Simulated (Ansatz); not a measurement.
# Kick test of a cell of Cu₄Ni

The structure comes from a generated guess, relaxed at this level; another structure or a mixture of phases may lie lower.

Computed with DFT PBE, scalar-relativistic, plane waves, PAW (Ansatz 0.2.0). Settings: cutoff 420 eV, Γ-centred mesh 12×12×12 on the computed 5-atom cell, Gaussian smearing of 0.10 eV; no spin polarisation.

The cell below (5 atoms, space group I4/m (No. 87)) is relaxed within its symmetry.

```xyz
5
Lattice="-2.8441 2.8441 1.8052 2.8441 -2.8441 1.8052 2.8441 2.8441 -1.8052" Properties=species:S:1:pos:R:3 pbc="T T T"
Cu    2.2704   -1.1454    1.8052
Cu    0.5737    3.9895    0.0000
Cu    1.1454    2.2704    1.8052
Cu    1.6987    0.5737    0.0000
Ni    0.0000    0.0000    1.8052
```

For the test a repeat of it with 10 atoms (edges 3.61, 4.41, 8.04 Å) was strained at random (σ = 1.5 % a component), the atoms were moved at random (σ = 0.05 Å), and all was relaxed again on a coarse 6×6×4 mesh (in the run’s order of axes) with 0.20 eV smearing, with no symmetry imposed.

Trial moments died out on the coarse mesh, so the last step has no spin; another magnetic start might hold.

Q: Is the structure stable against such a distortion?

A: It returns, within 1 meV/atom of the unmoved cell on that mesh and with the same symmetry when read at 0.1 Å. So it is stable against the distortions that fit this cell and that this random move excites. Modes that don't fit the cell aren't tested.
